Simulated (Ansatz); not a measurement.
# PbSe (Clausthalite): equation of state with rPW86-PBE

The system is PbSe (Clausthalite).

```
CELL_PARAMETERS angstrom
0.00000 3.06065 3.06065
3.06065 0.00000 3.06065
3.06065 3.06065 0.00000
ATOMIC_POSITIONS crystal
Pb 0.00000 0.00000 0.00000
Se 0.50000 0.50000 0.50000
```

```json
{"Program": "Ansatz 0.2.0", "Task": "equation of state", "Functional": "rPW86-PBE", "Potentials or basis": "Ansatz PAW", "Cutoff": "420 eV", "Density cutoff": "1680 eV", "k mesh": "8 × 8 × 8", "Occupations": "fermi-dirac, width 0.05 eV", "Spin": "no spin polarisation"}
```

```
Equilibrium volume : 31.70 Å³/atom (rough: see the caveat)
Bulk modulus       : 44 GPa (rough)
```

Energy against volume, from the lowest point:
| volume (Å³/atom) | energy (meV/atom) |
| --- | --- |
| 26.951 | 121.04 |
| 27.524 | 88.22 |
| 28.097 | 61.12 |
| 28.671 | 39.20 |
| 29.244 | 22.00 |
| 29.818 | 9.06 |
| 30.391 | 0.00 |

All runs of the series together: 9.6 s on 2 threads of Arm Neoverse V1 (shared host).

Caveat: the potentials were made for another functional, which shifts forces and pressure; the minimum lies outside the volumes run. The run has no spin-orbit coupling, so splittings on Pb are missing.
